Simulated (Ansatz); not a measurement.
Rh: how the axes shrink under pressure

Rh, P6_3/mmc, a = 2.711 Å, c = 8.843 Å. This isn't the element's structure at ambient conditions. Ansatz: PBE, PAW, 420 eV, Γ-centred 18×18×6 mesh on 4 atoms, Gaussian smearing 0.10 eV; no spin polarisation. Cell and atoms are relaxed at each pressure, and no other structure is tried, so the rows at high pressure may lie past a change of phase. y = 100 ln(c/c0) with c0 = 8.8427 Å, so nearly a change in per cent. The pressures are the targets, met within 0.05 GPa.

| P (GPa) | y | 100 ln(a/a0) |
| --- | --- | --- |
| -3.0 | ? | ? |
| 0.0 | 0.00 | 0.00 |
| 3.0 | -0.38 | -0.38 |
| 8.0 | -0.96 | -0.97 |
| 15.0 | -1.70 | -1.72 |
| 30.0 | -3.05 | -3.10 |
| 60.0 | -5.18 | -5.25 |

Task: Fit y = c1 P + c2 P² to the other rows, give the linear compressibility along c, and predict the missing y.

Result: Least squares on the rows shown. y = −0.1199 P + 0.0005625 P². The linear compressibility along c is −c1/100 = 1.20 per TPa, against 1.22 along a from the same fit to the last column (its missing entry is 0.40): the crystal is about as stiff along both at low pressure. The runs next to zero pressure give 1.29 and 1.31, so a parabola over the whole range misstates the start. With a term in P³ added, the coefficient of P becomes -0.1281, 7 % more, which shows how far this figure hangs on the form. At P = -3.0 the fit asked for gives 0.36. The run gave 0.40, so the fit is 0.04 too low, within twice the rms miss on the fitted rows (0.03).